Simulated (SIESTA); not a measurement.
# CaF2 (Fluorite): band structure with AM05

Crystal: CaF2 (Fluorite).

```xyz
3
Lattice="0.0000 2.7310 2.7310 2.7310 0.0000 2.7310 2.7310 2.7310 0.0000" Properties=species:S:1:pos:R:3 pbc="T T T"
Ca    0.0000    0.0000    0.0000
F     4.0965    4.0965    4.0965
F     1.3655    1.3655    1.3655
```

* Program: SIESTA 5.4.2
* Task: band structure
* Functional: AM05
* Potentials or basis: PseudoDojo 0.4 standard (PBEsol files)
* Basis: DZP (energy shift 0.003 Ry; two zetas on semicore shells; d shell added on Ca)
* Grid cutoff: 800 Ry
* Energy shift: 0.003 Ry
* k mesh: 8 × 8 × 8
* Occupations: fermi-dirac, width 0.05 eV
* Spin: no spin polarisation

- Pressure: -0.6 GPa
- Band gap on the k mesh: 7.18 eV, indirect (least direct gap 7.47 eV)
- Band gap along the path: 7.18 eV, indirect (least direct gap 7.47 eV)

Levels at the corners of the path, in eV from the valence-band top:
```tsv
point	band 8	band 9	band 10	band 11	band 12	band 13	band 14	band 15	band 16	band 17
Γ	-2.21	-2.21	-0.29	-0.29	-0.29	7.18	8.98	8.98	11.10	11.10
X	-1.69	-1.69	-0.41	-0.41	0.00	8.01	9.39	9.92	10.71	10.71
W	-2.21	-1.09	-1.09	-0.32	-0.10	8.37	9.59	9.78	9.78	10.74
K	-1.80	-1.55	-0.69	-0.46	-0.11	8.28	9.56	9.66	10.19	10.73
Γ	-2.21	-2.21	-0.29	-0.29	-0.29	7.18	8.98	8.98	11.10	11.10
L	-1.58	-1.33	-1.29	-0.88	-0.88	9.24	9.24	9.58	10.82	10.82
U	-1.80	-1.55	-0.69	-0.46	-0.11	8.28	9.56	9.66	10.19	10.73
W	-2.21	-1.09	-1.09	-0.32	-0.10	8.37	9.59	9.78	9.78	10.74
L	-1.58	-1.33	-1.29	-0.88	-0.88	9.24	9.24	9.58	10.82	10.82
K	-1.80	-1.55	-0.69	-0.46	-0.11	8.28	9.56	9.66	10.19	10.73
U	-1.80	-1.55	-0.69	-0.46	-0.11	8.28	9.56	9.66	10.19	10.73
X	-1.69	-1.69	-0.41	-0.41	0.00	8.01	9.39	9.92	10.71	10.71
```

It took 2.2 min on 1 thread of Intel(R) Xeon(R) 6975P-C (Granite Rapids) (shared host), peak memory 0.46 GiB.

Caveat: the potentials were made for another functional, which shifts forces and pressure; the basis of atomic orbitals isn't converged, which shifts pressures, moduli and gaps. AM05 gaps usually lie below the measured ones, often by a third to a half.
